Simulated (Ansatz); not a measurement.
# ZrS: a line through an energy map

One table from this session's results is given with a row withheld; the runs are named, their logs left out.

The COD entry's cell or inner coordinates are ideal or old and differ from later refinements, so a difference from it is no clean test against experiment.

Computed with Ansatz 0.2.0 (DFT PBEsol, scalar-relativistic, plane waves, PAW, unless a step's input says otherwise).

## The structure to begin with

Symmetry: Fm-3m, No. 225, cubic system. The conventional cell has a = 5.167 Å, b = 5.167 Å, c = 5.167 Å, α = 90.00°, β = 90.00°, γ = 90.00°. Zr (site symmetry m-3m) has 6 S at 2.58 Å as nearest neighbours. Around S (site symmetry m-3m) lie 6 Zr at 2.58 Å.

Structure file:

```xyz
2
Lattice="0.0000 2.5834 2.5834 2.5834 0.0000 2.5834 2.5834 2.5834 0.0000" Properties=species:S:1:pos:R:3 pbc="T T T"
Zr    0.0000    0.0000    0.0000
S     2.5834    2.5834    2.5834
```

## Plan of the line

The energy is mapped over two homogeneous strains (x along [1 0 0], y along [0 1 0], z along [0 0 1] of the conventional cell).

The axes are (1) strain +e along x and -e along y: 7 values from −4.00 %; (2) strain +e along z and -e/2 along x and y: 7 values from −7.00 %.

Nothing else is relaxed (symmetry fixes all fractional coordinates). Energies count from the relaxed crystal. Points are written as (first, second).

Set-up of the first run:

File input.yaml:

```yaml
crystal:
  lattice:
    - [0.0, 2.7427710248, 2.4025403156]
    - [2.6048187099, 0.0, 2.4025403156]
    - [2.6048187099, 2.7427710248, 0.0]
  atoms:
    - { symbol: Zr, position: [0.0, 0.0, 0.0] }
    - { symbol: S, position: [0.5, 0.5, 0.5] }
basis:
  ecutwfc: 420
kpoints:
  mp_grid: { grid: [16, 16, 16] }
hamiltonian:
  xc: pbesol
  pseudopotentials: { kind: paw, azcp: { folder: soft_1 } }
scf:
  occupations: { method: gaussian, width: 0.15 }
output:
  forces: true
  stress: true
  eigenvalues: true
  write_density: true
  write_potential: true
  elf: true
  volumetric_format: npy
```

Run with:

```bash
> ansatz run input.yaml --threads 1 --pin off --max-ram 2048MiB --backend cpu --events-out ev --progress --plain --runs-dir out
```

Steps of the session up to this table: Grid point (−2.67 %, −7.00 %); The run at (−2.67 %, −4.67 %); The run at (−2.67 %, −2.33 %); Grid point (−2.67 %, 0.00 %); The run at (−2.67 %, 2.33 %); Grid point (−2.67 %, 4.67 %); The run at (−2.67 %, 7.00 %).

One of the session's tables, all rows but one given; the rest of the session is left out.

| strain +e along z and -e/2 along x and y (%) | energy (meV/atom) | slope (meV/atom per %) | pressure (GPa) |
| --- | --- | --- | --- |
| −7.00 | 160 | −46 | 6.28 |
| −4.67 | 77 | −26 | 3.17 |
| −2.33 | ? | ? | ? |
| 0.00 | 24 | 2 | 0.95 |
| 2.33 | 41 | 13 | 1.59 |
| 4.67 | 81 | 21 | 3.25 |
| 7.00 | 141 | 30 | 5.86 |

**Question.** Estimate the row for strain +e along z and -e/2 along x and y (%) = −2.33.

Worked estimate for «energy (meV/atom)». A straight line through the neighbours (−4.67, 77) and (0.00, 24) gives 77 + (24 − 77) × (−2.33 − −4.67) / (0.00 − −4.67) = 50; a parabola fitted to 4 rows on both sides gives 34.

**Answer.** energy (meV/atom): 34; slope (meV/atom per %): −11; pressure (GPa): 1.44. In «energy (meV/atom)» the line misses by +16 and the parabola by +0.

Energies count from the relaxed crystal. Slopes come from the forces (and the stress, where the cell changes), not from differences of energies.

In words: The lowest point of the line is at 0.00 %, 24 meV/atom from the zero. Energies and slopes round the minimum, fitted together, put the minimum at −0.419 %, with a curvature of about 5.3 meV/atom per %². Divided by the reference volume, that is a stiffness of about 490 GPa for this pattern of strain. The highest point computed, at −7.00 %, lies 137 meV/atom above the lowest. This is one cut through a surface in two coordinates; the map's lowest point lies off it.

Caveats from the session: Warnings in the runs' records: pseudo functional mismatch.
